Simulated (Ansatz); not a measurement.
## Sb: elastic constants from stress and strain

```
CELL_PARAMETERS angstrom
3.08334 0.00000 0.00000
0.00000 3.08334 0.00000
0.00000 0.00000 3.08334
ATOMIC_POSITIONS crystal
Sb 0.00000 0.00000 0.00000
```

The conventional cell has a = 3.083 Å, b = 3.083 Å, c = 3.083 Å, α = 90.00°, β = 90.00°, γ = 90.00°. Sb (atom 1) is surrounded by 6 Sb at 3.08 Å.

Structure from Materials Project entry mp-133 (possibly hypothetical), not relaxed further.

No spin–orbit coupling, which matters for the heavy atoms here.

Method: Ansatz 0.2.0, DFT, PBEsol, all-electron LAPW, scalar-relativistic.

The runs use a Γ-centred 12×12×12 k mesh, Fermi–Dirac smearing of 0.05 eV, basis error target 0.5 meV/atom, no spin polarisation.

The unstrained cell is at -1.21 GPa. Large strains and very small stresses are left out. Each strain is applied once, with fractional coordinates held (clamped ions), and σ below is the change of stress, positive in tension. One finite strain gives stress–strain coefficients at this pressure with an error of the order of the strain times third-order constants, a few per cent for each per cent of strain. In a metal the k mesh adds noise of tens of per cent to soft shears.

Estimate the stiffness probed by this change, and the stress that it gives: z strained by +2 % at fixed volume.

σzz − σxx = 1.86 GPa and εzz − εxx = 0.0299, so C11 − C12 = (σzz − σxx)/(εzz − εxx) = 62 GPa.

Scaling the volume by 0.9800 and 1.0200 gives -0.05 GPa and -2.25 GPa. Combine this with the best C11 − C12 to estimate C11 and C12.

B = −ΔP/Δln V = 55.0 GPa = (C11 + 2 C12)/3; with C11 − C12 = 62.2 GPa, C11 = B + (2/3)(C11 − C12) = 97 GPa and C12 = B − (C11 − C12)/3 = 34 GPa.
